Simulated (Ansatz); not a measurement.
The system is Na2S.

```
CELL_PARAMETERS angstrom
0.00000 3.27350 3.27350
3.27350 0.00000 3.27350
3.27350 3.27350 0.00000
ATOMIC_POSITIONS crystal
S 0.00000 0.00000 0.00000
Na 0.75000 0.75000 0.75000
Na 0.25000 0.25000 0.25000
```

Base run:

- Program: Ansatz 0.2.0
- Functional: HSE06 form with a typed share of exact exchange
- Potentials or basis: Ansatz PAW
- Cutoff: 420 eV (not typed: the program's choice for these potentials)
- k mesh: 4 × 4 × 4
- Occupations: fermi-dirac, width 0.05 eV
- Spin: no spin polarisation

Its results: band gap on the k mesh 3.07 eV, direct; pressure -0.1 GPa.

**Question.** After a change of settings the same cell gave: band gap on the k mesh 3.49 eV, direct; pressure -0.3 GPa. Which change was it?
A. share of exact exchange from 0.15 to 0.05
B. screening (1/å) from 0.2 to 0.1; share of exact exchange from 0.15 to 0.25
C. screening (1/å) from 0.2 to 0.3; share of exact exchange from 0.15 to 0.25
D. share of exact exchange from 0.15 to 0.25

**Answer.** D.

Caveats: the PAW data sets come from PBE, with cores solved anew for the run's functional, which leaves a small shift of forces and pressure; the thresholds are loose for stress.
